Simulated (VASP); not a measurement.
Here is a VASP 6.6.1 calculation.

INCAR

```
SYSTEM = Si
  AGGAC = 1.0
  AGGAX = 1.0
  ALDAC = 0.0
  ALDAX = 1.0
  ALGO = Normal
  EDIFF = 1E-7
  ENCUT = 520
  GGA = B5
  ISIF = 2
  ISMEAR = -1
  LASPH = .True.
  LCHARG = .False.
  LREAL = .False.
  LWAVE = .False.
  NBANDS = 26
  NELM = 100
  PREC = Accurate
  SIGMA = 0.05
```

Contents of KPOINTS:

```
k-points
0
Gamma
  6 6 6
  0 0 0
```

The input POSCAR:

```
Si
1.0
   -3.3924246088      3.3924246088      3.3924246088
    3.3924246088     -3.3924246088      3.3924246088
    3.3924246088      3.3924246088     -3.3924246088
Si
8
Direct
    0.1988601341      0.1988601341      0.1988601341
    0.5000000000      1.0000000000      0.3011398659
    0.3011398659      0.5000000000      0.0000000000
    0.0000000000      0.3011398659      0.5000000000
    0.8011398659      0.8011398659      0.8011398659
    0.5000000000      0.0000000000      0.6988601341
    0.6988601341      0.5000000000      1.0000000000
    1.0000000000      0.6988601341      0.5000000000
```

Potentials or basis: VASP PAW PBE potentials, release 64 (Si).

Command:

```console
$ cat potpaw_PBE.64/Si/POTCAR > POTCAR
$ mpirun -np 1 vasp_std > vasp.out
```

Question: What does it give for the largest force?

Answer: 0.011 eV/Å.

Question: Estimate the band gap on the k mesh.

Answer: None (metal or under the smearing width).

Forces on the atoms (eV/Å):
```
Si  -0.006 -0.006 -0.006
Si   0.006  0.006 -0.006
Si  -0.006  0.006  0.006
Si   0.006 -0.006  0.006
Si   0.006  0.006  0.006
Si  -0.006 -0.006  0.006
Si   0.006 -0.006 -0.006
Si  -0.006  0.006 -0.006
```

Caveat: the PAW data sets were made with another functional, which shifts forces and pressure a little.
